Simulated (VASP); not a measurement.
## Ni: single point with PBEsol

Ni:

```
Ni
1.0
    -1.38853    1.36313    1.43177
     1.33108   -1.36244    1.37363
     1.41530    1.38921   -1.43108
Ni
1
Direct
  0.97925 0.97687 0.98052
```

The cell isn't the ideal one: cell strained at random at fixed volume.

* Program: VASP 6.6.1
* Task: single point
* Functional: PBEsol
* Potentials or basis: VASP PAW PBE potentials, release 64 (Ni)
* Cutoff: 520 eV
* k mesh: 13 × 13 × 13
* Occupations: fermi-dirac, width 0.05 eV
* Spin: collinear spin, ferromagnetic start
* Starting moments: [1.0] μB

The pressure is -2.1 GPa and the band gap on the k mesh is none (metal or under the smearing width). The net moment is 0.57 μB per cell. The site moments are Ni +0.58 μB and the valence electrons inside the program's atomic spheres are Ni 9.37.

Stress tensor (GPa, compression positive):
```
-3.03 -2.96  6.72
-2.96 -2.33 -0.42
 6.72 -0.42 -0.93
```

Levels at points of the mesh, in eV from the Fermi level:
Spin up:
```tsv
k point	band 2	band 3	band 4	band 5	band 6	band 7	band 8	band 9
(0.00, 0.00, 0.00)	-2.56	-2.38	-2.15	-0.96	-0.82	25.86	26.75	27.33
```
Spin down:
```csv
k point,band 2,band 3,band 4,band 5,band 6,band 7,band 8,band 9
"(0.00, 0.00, 0.00)",-1.90,-1.72,-1.49,-0.41,-0.30,25.80,26.69,27.28
```

Wall time 2.2 min on 1 thread of Intel(R) Xeon(R) 6975P-C (Granite Rapids), on a shared host, peak memory 0.35 GiB.

Caveat: the PAW data sets were made with another functional, which shifts forces and pressure a little.
